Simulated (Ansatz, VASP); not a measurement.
## One calculation of Ag, two programs

Contents of INCAR:

```
SYSTEM = Ag
ALGO     = Normal         ! electronic algorithm
EDIFF    = 1E-6           ! SCF threshold, eV
ENCUT    = 520            ! plane-wave cutoff, eV
GGA_COMPAT= .FALSE.      
ISIF     = 2              ! what is computed and relaxed
ISMEAR   = -1             ! smearing method
LASPH    = .TRUE.         ! aspherical terms in the spheres
LCHARG   = .FALSE.        ! write CHGCAR
LMAXMIX  = 4              ! l up to which the mixer works
LMIXTAU  = .TRUE.       
LORBIT   = 11             ! projections on sites
LREAL    = .FALSE.        ! projectors in reciprocal space
LSORBIT  = .TRUE.         ! spin-orbit coupling
LWAVE    = .FALSE.        ! write WAVECAR
MAGMOM   = 0 0 0          ! initial moments
METAGGA  = R2SCAN         ! meta-GGA
NBANDS   = 22             ! bands
NELM     = 60             ! most SCF steps
PREC     = Accurate       ! precision mode
SIGMA    = 0.05           ! smearing width, eV
```

The input KPOINTS:

```
k-points
0
G
  8 8 8
  0 0 0
```

File POSCAR:

```
Ag
1.0
    0.0000000000      2.0427500000      2.0427500000
    2.0427500000      0.0000000000      2.0427500000
    2.0427500000      2.0427500000      0.0000000000
Ag
1
Direct
    0.0000000000      0.0000000000      0.0000000000
```

File KPOINTS_OPT:

```
path GXWKGLUWLK,UX
10
line-mode
reciprocal
 0.0000000000  0.0000000000  0.0000000000  G
 0.5000000000  0.0000000000  0.5000000000  X

 0.5000000000  0.0000000000  0.5000000000  X
 0.5000000000  0.2500000000  0.7500000000  W

 0.5000000000  0.2500000000  0.7500000000  W
 0.3750000000  0.3750000000  0.7500000000  K

 0.3750000000  0.3750000000  0.7500000000  K
 0.0000000000  0.0000000000  0.0000000000  G

 0.0000000000  0.0000000000  0.0000000000  G
 0.5000000000  0.5000000000  0.5000000000  L

 0.5000000000  0.5000000000  0.5000000000  L
 0.6250000000  0.2500000000  0.6250000000  U

 0.6250000000  0.2500000000  0.6250000000  U
 0.5000000000  0.2500000000  0.7500000000  W

 0.5000000000  0.2500000000  0.7500000000  W
 0.5000000000  0.5000000000  0.5000000000  L

 0.5000000000  0.5000000000  0.5000000000  L
 0.3750000000  0.3750000000  0.7500000000  K

 0.6250000000  0.2500000000  0.6250000000  U
 0.5000000000  0.0000000000  0.5000000000  X
```

Contents of input.yaml:

```yaml
crystal:
  lattice:
    - [0.0, 2.04275, 2.04275]
    - [2.04275, 0.0, 2.04275]
    - [2.04275, 2.04275, 0.0]
  atoms:
    - { symbol: Ag, position: [0.0, 0.0, 0.0] }
hamiltonian:
  xc: r2scan
  pseudopotentials: { kind: paw_fr }
magnetization:
  noncollinear: true
  spin_orbit: true
kpoints:
  mp_grid: { grid: [8, 8, 8] }
  band_path:
    path:
      - [[0.0, 0.0, 0.0], [0.5, 0.0, 0.5], [0.5, 0.25, 0.75], [0.375, 0.375, 0.75], [0.0, 0.0, 0.0], [0.5, 0.5, 0.5], [0.625, 0.25, 0.625], [0.5, 0.25, 0.75], [0.5, 0.5, 0.5], [0.375, 0.375, 0.75]]
      - [[0.625, 0.25, 0.625], [0.5, 0.0, 0.5]]
    npoints: 14
scf:
  occupations: { method: fermi_dirac, width: 0.05 }
  n_extra_bands: 6
output:
  forces: true
  stress: true
  eigenvalues: true
  fatbands: true
  write_density: true
  write_potential: true
  elf: true
  volumetric_format: npy
```

Alike in both runs: task band structure; functional r2SCAN; k mesh 8 × 8 × 8; occupations fermi-dirac, width 0.05 eV; spin-orbit coupling, no magnetisation.

|  | VASP | Ansatz |
| --- | --- | --- |
| version | VASP 6.6.1 | Ansatz 0.2.0 |
| potentials or method | VASP PAW PBE potentials, release 64 (Ag) | Ansatz PAW |
| plane-wave cutoff (eV) | 520 | 500 |
| valence electrons in the cell | 11 | 19 |

Ansatz gave:

* gap on the k mesh at the Fermi level (eV): none
* pressure (GPa): 1.9

Q: Estimate VASP's values.

A: gap on the k mesh at the Fermi level (eV): none; pressure (GPa): 2.1.

A gap of «none» marks a metal or a gap that the smearing closes. The functional is the same, so the differences come from potentials, cutoffs and numerics. The two sets of potentials don't hold the same shells in valence.

Caveats: the PAW data sets were made with another functional, which shifts forces and pressure a little (VASP); the PAW data sets come from PBE, with cores solved anew for the run's functional, which leaves a small shift of forces and pressure (Ansatz).
